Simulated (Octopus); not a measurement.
**SnSe2 in Octopus: the effect of dispersion**

Crystal: SnSe2.

```
Sn Se
1.0
     3.81100    0.00000    0.00000
    -1.90550    3.30042    0.00000
     0.00000    0.00000    6.13600
Sn Se
1 2
Cartesian
  0.0000 0.0000 0.0000
  1.9055 1.1001 4.6081
  0.0000 2.2003 1.5279
```

Alike in all runs:

```yaml
Program: Octopus 16.4
Task: single point
Functional: PBE
Potentials_or_basis: pseudodojo_pbe (PseudoDojo 0.5, PBE)
Grid_spacing: 0.141 × 0.141 × 0.143 Å
k_mesh: 5 × 5 × 3
Occupations: fermi-dirac, width 0.05 eV
Spin: no spin polarisation
```

| dispersion | largest force (eV/Å) |
| --- | --- |
| none | 0.76 |
| D2 | 0.74 |
| D3 | 0.74 |
| D3(BJ) | ? |
| D3M(BJ) | 0.96 |
| TS | 0.67 |

Task: What does the run with dispersion D3(BJ) give?

Result: Largest force 0.75 eV/Å.

Caveats: the TS correction of this program wasn't checked against another (some runs).
